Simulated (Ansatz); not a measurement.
TiO2 under strain — ¹⁷O NMR of the central transition

Cell: a structure deposited in the COD, relaxed with PBE at fixed cell and then changed (z compressed by 3 %, ions relaxed).

```
Ti O
1.0
     4.59400    0.00000    0.00000
     0.00000    4.59400    0.00000
     0.00000    0.00000    2.87023
Ti O
2 4
Cartesian
  0.0000 0.0000 0.0000
  2.2970 2.2970 1.4351
  1.3911 1.3911 0.0000
  0.9059 3.6881 1.4351
  3.2029 3.2029 0.0000
  3.6881 0.9059 1.4351
```

Atoms are numbered from 1 in the order listed; like atoms form one site, named after its first atom.

All values are calculated (Ansatz; DFT, PBE, plane waves and PAW, scalar-relativistic, 420 eV cutoff, Γ-centred 7×7×10 k-points, Fermi–Dirac smearing 0.02 eV), not measured.

¹⁷O has I = 5/2 and Q = -25.58 mb (Pyykkö 2018); at 11.7 T its Larmor frequency is ν₀ = 67.6 MHz. Only the quadrupole interaction is simulated: positions count from each site's isotropic chemical shift, and J coupling is left out, as are shift anisotropy and dipolar coupling, which fast spinning averages.

Simulated pattern of one O site (fast magic-angle spinning, Gaussian broadening 0.03 kHz):

| offset (kHz) | height |
| --- | --- |
| -0.6273 | 0 |
| -0.5990 | 4 |
| -0.5706 | 9 |
| -0.5423 | 10 |
| -0.5139 | 18 |
| -0.4856 | 25 |
| -0.4573 | 27 |
| -0.4289 | 29 |
| -0.4006 | 32 |
| -0.3722 | 37 |
| -0.3439 | 56 |
| -0.3155 | 100 |
| -0.2872 | 87 |
| -0.2589 | 82 |
| -0.2305 | 93 |
| -0.2022 | 79 |
| -0.1738 | 61 |
| -0.1455 | 52 |
| -0.1171 | 47 |
| -0.0888 | 43 |
| -0.0605 | 39 |
| -0.0321 | 35 |
| -0.0038 | 14 |
| 0.0246 | 0 |

Task: Which |C_Q| and η does the pattern imply?

Result: The pattern spans 0.591 kHz before broadening and its centre of gravity is at -0.257 kHz, which fixes P_Q; the places of the horns and steps fix η. That gives P_Q = 1.70 MHz, |C_Q| = 1.58 MHz and η = 0.68. The sign of C_Q can't be read from the pattern.

At this changed cell the PBE pressure is 14 GPa.
